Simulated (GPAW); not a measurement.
The system is AlNi.

```
Ni Al
1.0
     2.88100    0.00000    0.00000
     0.00000    2.88100    0.00000
     0.00000    0.00000    2.88100
Ni Al
1 1
Direct
  0.50000 0.50000 0.50000
  0.00000 0.00000 0.00000
```

| Property | Result |
| --- | --- |
| Program | GPAW 26.7.0 |
| Task | relaxation of cell and atoms |
| Functional | PBEsol |
| Dispersion | D4 |
| Potentials or basis | PAW data sets generated in the run's folder for this functional |
| Cutoff | 600 eV |
| Basis | pw |
| k mesh | 9 × 9 × 9 |
| Occupations | fermi-dirac, width 0.05 eV |
| Spin | collinear spin, ferromagnetic start |
| Starting moments | [1.0, 0.0] μB |

At the start: pressure -5.3 GPa; volume 11.96 Å³/atom.

**Question.** How do energy, volume and symmetry change on relaxing?

**Answer.** Over 3 steps the energy falls by 6.3 meV/atom and the volume is 11.58 Å³/atom (-3.2 %); space group Pm-3m (No. 221, to 0.05 Å); moment 0.00 μB per cell.

The path:
| step | energy change (eV) | largest force (eV/Å) | pressure (GPa) | volume (Å³) |
| --- | --- | --- | --- | --- |
| 1 | 0.0000 | 0.0000 | -5.33 | 23.91 |
| 2 | -0.0059 | 0.0000 | -3.95 | 23.71 |
| 3 | -0.0125 | 0.0000 | 0.17 | 23.16 |

Final structure:
```yaml
crystal:
  lattice:
    - [2.85031, 0.00000, 0.00000]
    - [0.00000, 2.85031, 0.00000]
    - [0.00000, 0.00000, 2.85031]
  atoms:
    - { symbol: Ni, position: [0.50000, 0.50000, 0.50000] }
    - { symbol: Al, position: [0.00000, 0.00000, 0.00000] }
```

Caveat: each step starts from the last one's moments, so a moment once lost doesn't come back; the stock nickel data set gives pressures a few GPa off other programs; later steps reuse the first step's grids; pairwise dispersion overbinds metals, which lowers pressure and volume.
